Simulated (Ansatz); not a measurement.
# AlAs (F-43m): zero-pressure volume and bulk modulus with r²SCAN + D3(BJ)-ATM

One table from this session's results is given with a row withheld; the runs are named, their logs left out.

Computed with Ansatz 0.2.0 (DFT r²SCAN + D3(BJ)-ATM, scalar-relativistic, plane waves, PAW, unless a step's input says otherwise).

**Starting point**

It takes space group F-43m (No. 216, cubic). Conventional cell: a = 5.661 Å, b = 5.661 Å, c = 5.661 Å, α = 90.00°, β = 90.00°, γ = 90.00°. Al (site symmetry -43m) has 4 As at 2.45 Å in its first shell of neighbours. Around As (site symmetry -43m) lie 4 Al at 2.45 Å.

Coordinates:

```cif
data_structure
_symmetry_space_group_name_H-M 'P 1'
_symmetry_Int_Tables_number 1
_cell_length_a 4.0028
_cell_length_b 4.0028
_cell_length_c 4.0028
_cell_angle_alpha 60.000
_cell_angle_beta 60.000
_cell_angle_gamma 60.000
_cell_volume 45.35
loop_
_atom_site_label
_atom_site_type_symbol
_atom_site_fract_x
_atom_site_fract_y
_atom_site_fract_z
_atom_site_occupancy
Al1 Al 0.00000 0.00000 0.00000 1
As1 As 0.75000 0.75000 0.75000 1
```

At PBE, an earlier run found 2.59 GPa for this cell of 22.675 Å³/atom (8×8×8 mesh), gap on the mesh 1.44 eV.

Set-up of the first run:

Input file input.yaml:

```yaml
crystal:
  lattice:
    - [0.0, 2.83040004, 2.83040004]
    - [2.83040004, 0.0, 2.83040004]
    - [2.83040004, 2.83040004, 0.0]
  atoms:
    - { symbol: Al, position: [0.0, 0.0, 0.0] }
    - { symbol: As, position: [0.75, 0.75, 0.75] }
basis:
  ecutwfc: 500
  ecutrho_ratio: 4
kpoints:
  mp_grid: { grid: [8, 8, 8] }
hamiltonian:
  xc: r2scan
  dispersion: d3bjatm
scf:
  occupations: { method: gaussian, width: 0.05 }
output:
  forces: true
  stress: true
  eigenvalues: true
```

Started as:

```bash
$ ansatz run input.yaml --threads 4 --pin off --max-ram 8192MiB --backend cpu --events-out ev --progress --plain --runs-dir out
```

Steps of the session up to this table: At the given cell; Stepping to 22.584 Å³/atom; Stepping to 22.637 Å³/atom; Volume × 0.98 of the new zero; Volume × 1.02 of the new zero; Volume × 0.96 of the new zero; Volume × 1.04 of the new zero.

One table of the session follows, with a row left open; its other results are not shown here.

It belongs to the step «Energy and pressure against volume». 

```
volume (Å³/atom)  energy (meV/atom)  pressure (GPa)
          21.731               9.46            3.47
          22.184                  ?               ?
          22.637               0.00            0.00
          23.089               2.13           -1.48
          23.542               8.23           -2.81
```

**Question.** Estimate the row for volume (Å³/atom) = 22.184.

Worked estimate for «energy (meV/atom)». A straight line through the neighbours (21.731, 9.46) and (22.637, 0.00) gives 9.46 + (0.00 − 9.46) × (22.184 − 21.731) / (22.637 − 21.731) = 4.73; a parabola fitted to 3 rows on both sides gives 2.44.

The run gave: energy (meV/atom): 2.28; pressure (GPa): 1.64. In «energy (meV/atom)» the line misses by +2.45 and the parabola by +0.16.
